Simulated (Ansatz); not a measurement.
# RbCl: the cost of one run

Method: DFT, plane waves, PAW, no spin polarisation, in Ansatz 0.2.0.

## 1. The starting structure

The cell holds 16 atoms (Cl8Rb8): a = 9.350 Å, b = 9.350 Å, c = 9.350 Å, α = 60.00°, β = 60.00°, γ = 60.00°.

Coordinates:

```xyz
16
Lattice="0.0000 6.6116 6.6116 6.6116 0.0000 6.6116 6.6116 6.6116 0.0000" Properties=species:S:1:pos:R:3 pbc="T T T"
Rb    0.0000    0.0000    0.0000
Cl    3.3058    3.3058    3.3058
Rb    3.3058    3.3058    0.0000
Cl    6.6116    6.6116    3.3058
Rb    3.3058    0.0000    3.3058
Cl    6.6116    3.3058    6.6116
Rb    6.6116    3.3058    3.3058
Cl    9.9174    6.6116    6.6116
Rb    0.0000    3.3058    3.3058
Cl    3.3058    6.6116    6.6116
Rb    3.3058    6.6116    3.3058
Cl    6.6116    9.9174    6.6116
Rb    3.3058    3.3058    6.6116
Cl    6.6116    6.6116    9.9174
Rb    6.6116    6.6116    6.6116
Cl    9.9174    9.9174    9.9174
```

## 2. Run 1: PBE

input.yaml

```yaml
crystal:
  lattice:
    - [0.0, 6.6116256371, 6.6116256371]
    - [6.6116256371, 0.0, 6.6116256371]
    - [6.6116256371, 6.6116256371, 0.0]
  atoms:
    - { symbol: Rb, position: [0.0, 0.0, 0.0] }
    - { symbol: Cl, position: [0.25, 0.25, 0.25] }
    - { symbol: Rb, position: [0.0, 0.0, 0.5] }
    - { symbol: Cl, position: [0.25, 0.25, 0.75] }
    - { symbol: Rb, position: [0.0, 0.5, 0.0] }
    - { symbol: Cl, position: [0.25, 0.75, 0.25] }
    - { symbol: Rb, position: [0.0, 0.5, 0.5] }
    - { symbol: Cl, position: [0.25, 0.75, 0.75] }
    - { symbol: Rb, position: [0.5, 0.0, 0.0] }
    - { symbol: Cl, position: [0.75, 0.25, 0.25] }
    - { symbol: Rb, position: [0.5, 0.0, 0.5] }
    - { symbol: Cl, position: [0.75, 0.25, 0.75] }
    - { symbol: Rb, position: [0.5, 0.5, 0.0] }
    - { symbol: Cl, position: [0.75, 0.75, 0.25] }
    - { symbol: Rb, position: [0.5, 0.5, 0.5] }
    - { symbol: Cl, position: [0.75, 0.75, 0.75] }
kpoints:
  mp_grid: { grid: [2, 2, 2] }
hamiltonian:
  xc: pbe
scf:
  occupations: { method: fermi_dirac, width: 0.146 }
md:
  ensemble: nvt_langevin
  temperature: 1700
  timestep: 3.0
  n_steps: 40
  initial_velocities: maxwell_boltzmann
  seed: 7204
```

Command:

```bash
> ansatz run input.yaml --threads 4 --pin off --max-ram 3686MiB --backend cpu --events-out ev --progress --plain --runs-dir out
```

Q: Estimate wall time and peak memory on 4 threads of Arm Neoverse V1, shared host.

About 2.7 min, with a peak of 1.6 GiB.
